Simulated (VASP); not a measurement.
Here is a VASP 6.6.1 calculation.

The input INCAR:

```
  ALGO = Normal
  EDIFF = 1E-6
  EDIFFG = -0.01
  ENCUT = 600
  GGA = RP
  IBRION = 2
  ISIF = 3
  ISMEAR = -1
  LASPH = T
  LCHARG = F
  LREAL = F
  LWAVE = F
  NELM = 80
  NSW = 40
  PREC = Accurate
  SIGMA = 0.05
```

File KPOINTS:

```
k-points
0
Gamma
  8 8 8
```

Contents of POSCAR:

```
ZnSe
1.0
    0.0000000000      2.8338000000      2.8338000000
    2.8338000000      0.0000000000      2.8338000000
    2.8338000000      2.8338000000      0.0000000000
Se Zn
1 1
Direct
    0.7500000000      0.7500000000      0.7500000000
    0.0000000000      0.0000000000      0.0000000000
```

Potentials or basis: VASP PAW PBE potentials, release 64 (Se, Zn).

Command:

```bash
$ cat potpaw_PBE.64/Se/POTCAR potpaw_PBE.64/Zn/POTCAR > POTCAR
$ mpirun -np 1 vasp_std > vasp.out
```

(1) Estimate the space group after relaxing (to 0.05 Å).

(2) Estimate the relaxed cell.

(3) What does it give for the band gap on the k mesh?

(4) Estimate the relaxed volume.

## Answers

(1) F-43m (No. 216).

(2) a = 4.110 Å, b = 4.110 Å, c = 4.110 Å, α = 60.00°, β = 60.00°, γ = 60.00°.

(3) 1.16 eV, direct.

(4) 24.55 Å³/atom.

Caveat: the PAW data sets were made with another functional, which shifts forces and pressure a little.
